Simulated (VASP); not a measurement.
A run of VASP 6.6.1 is set up as follows.

File INCAR:

```
SYSTEM = Hf
PREC = Accurate
ENCUT = 520
EDIFF = 1E-6
ISMEAR = 1
SIGMA = 0.1
LREAL = .FALSE.
LASPH = .TRUE.
NELM = 100
ALGO = Normal
ISIF = 2
LWAVE = .FALSE.
LCHARG = .FALSE.
LDIPOL = .TRUE.
IDIPOL = 3
DIPOL = 0.5 0.5 0.366
GGA = PS
NBANDS = 22
```

The input KPOINTS:

```
Automatic mesh
0
G
  12 12 1
  0 0 0
```

The input POSCAR:

```
Hf
1.0
    3.2702227998      0.0000000000      0.0000000000
   -1.6351113999      2.8320960206      0.0000000000
    0.0000000000      0.0000000000     25.5484903966
Hf
3
Direct
    0.6666666667      0.3333333333      0.2739887912
    0.3333333333      0.6666666667      0.3639412268
    0.6666666667      0.3333333333      0.4600208473
```

Potentials or basis: VASP PAW PBE potentials, release 64 (Hf_pv).

Command:

```bash
$ cat potpaw_PBE.64/Hf_pv/POTCAR > POTCAR
$ mpirun -np 1 vasp_std > vasp.out
```

What does it give for the band gap on the k mesh?

None (metal or under the smearing width).

Estimate the largest force.

0.663 eV/Å.

Forces on the atoms (eV/Å):
```
Hf   0.000  0.000 -0.182
Hf   0.000  0.000  0.663
Hf   0.000  0.000 -0.481
```

Caveat: the PAW data sets were made with another functional, which shifts forces and pressure a little. The run has no spin-orbit coupling, so splittings on Hf are missing.
